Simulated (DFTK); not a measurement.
NiO: band structure with PBE

**The experiment to reproduce.**

From “Local correlations, non-local screening, multiplets, and band formation in NiO”, 2012, arxiv:1210.6675, for a bulk crystal of NiO: band gap 4.3 eV.

The system is NiO.

```
CELL_PARAMETERS angstrom
0.00000 2.08590 2.08590
2.08590 0.00000 2.08590
2.08590 2.08590 0.00000
ATOMIC_POSITIONS crystal
Ni 0.00000 0.00000 0.00000
O 0.50000 0.50000 0.50000
```

* Program: DFTK 0.8.2
* Task: band structure
* Functional: PBE
* Potentials or basis: SPMS 1.0 (PBE)
* Cutoff: 816 eV
* k mesh: 10 × 10 × 10
* Occupations: fermi-dirac, width 0.05 eV
* Spin: collinear spin, ferromagnetic start
* Starting moments: [1.0, 0.0] μB
* Valence electrons: Ni 18, O 6
* SCF tolerance on the density: 1e-06

```
Band gap on the k mesh : none (metal or under the smearing width)
Net moment             : 1.59 μB per cell
Absolute moment        : 1.60 μB per cell
Site moments           : Ni +1.32; O +0.27 μB
```

Levels at the corners of the path, in eV from the Fermi level:
Spin up:
```csv
point,band 9,band 10,band 11,band 12,band 13,band 14,band 15,band 16,band 17
Γ,-3.00,-3.00,-2.47,-2.47,-2.47,1.69,17.99,19.03,19.03
X,-3.35,-2.66,-2.10,-1.46,-1.46,6.35,10.66,12.36,16.75
W,-2.24,-1.74,-1.74,-1.46,-1.13,8.66,10.79,10.79,13.61
K,-2.44,-1.72,-1.58,-1.36,-1.07,7.99,10.44,10.62,15.98
Γ,-3.00,-3.00,-2.47,-2.47,-2.47,1.69,17.99,19.03,19.03
L,-1.77,-1.77,-1.25,0.37,0.37,5.74,10.09,14.21,14.21
U,-2.44,-1.72,-1.58,-1.36,-1.07,7.99,10.44,10.62,15.98
W,-2.24,-1.74,-1.74,-1.46,-1.13,8.66,10.79,10.79,13.61
L,-1.77,-1.77,-1.25,0.37,0.37,5.74,10.09,14.21,14.21
K,-2.44,-1.72,-1.58,-1.36,-1.07,7.99,10.44,10.62,15.98
U,-2.44,-1.72,-1.58,-1.36,-1.07,7.99,10.44,10.62,15.98
X,-3.35,-2.66,-2.10,-1.46,-1.46,6.35,10.66,12.36,16.75
```
Spin down:
```tsv
point	band 7	band 8	band 9	band 10	band 11	band 12	band 13	band 14	band 15	band 16
Γ	-2.53	-2.53	-1.71	-1.71	-1.71	-0.70	-0.70	1.99	17.93	19.22
X	-3.87	-3.87	-2.69	-0.62	-0.62	-0.28	0.25	6.71	11.00	12.59
W	-5.75	-5.18	-0.97	-0.97	-0.62	0.12	0.89	9.12	11.08	11.08
K	-5.80	-4.44	-1.54	-0.75	-0.54	0.39	0.90	8.35	10.74	10.93
Γ	-2.53	-2.53	-1.71	-1.71	-1.71	-0.70	-0.70	1.99	17.93	19.22
L	-4.84	-4.84	-0.83	-0.83	-0.46	2.12	2.12	5.89	10.56	14.43
U	-5.80	-4.44	-1.54	-0.75	-0.54	0.39	0.90	8.35	10.74	10.93
W	-5.75	-5.18	-0.97	-0.97	-0.62	0.12	0.89	9.12	11.08	11.08
L	-4.84	-4.84	-0.83	-0.83	-0.46	2.12	2.12	5.89	10.56	14.43
K	-5.80	-4.44	-1.54	-0.75	-0.54	0.39	0.90	8.35	10.74	10.93
U	-5.80	-4.44	-1.54	-0.75	-0.54	0.39	0.90	8.35	10.74	10.93
X	-3.87	-3.87	-2.69	-0.62	-0.62	-0.28	0.25	6.71	11.00	12.59
```

It took 3.4 min on 1 thread of Intel(R) Xeon(R) Platinum 8259CL CPU @ 2.50GHz (Skylake/Cascade Lake), with other jobs on the host, peak memory 1.6 GiB.

A measured gap of NiO is 4.3 eV (quoted in “Local correlations, non-local screening, multiplets, and band formation in NiO”, 2012, arxiv:1210.6675); the calculated 0.00 eV misses it by -4.30 eV. So large a miss can be the level of theory's own, or it may mean another phase, state or a wrong row. The value is that of PBE on a finite k mesh, which can miss the band edges, without temperature or zero-point motion. Semilocal functionals fall short of measured gaps as a rule. The run's magnetic order (collinear spin, ferromagnetic start) needn't be the measured crystal's.

Caveat: the cutoff is short for these potentials, so energies and forces aren't converged, fitted volumes are rough and the log's stress (off by 3 to 10 GPa or more in trials) isn't used; a cell with one magnetic atom can't hold antiferromagnetic order, which such compounds often take; semilocal functionals often make such compounds metallic where correlation or magnetic order opens a gap, which also shifts bond lengths.
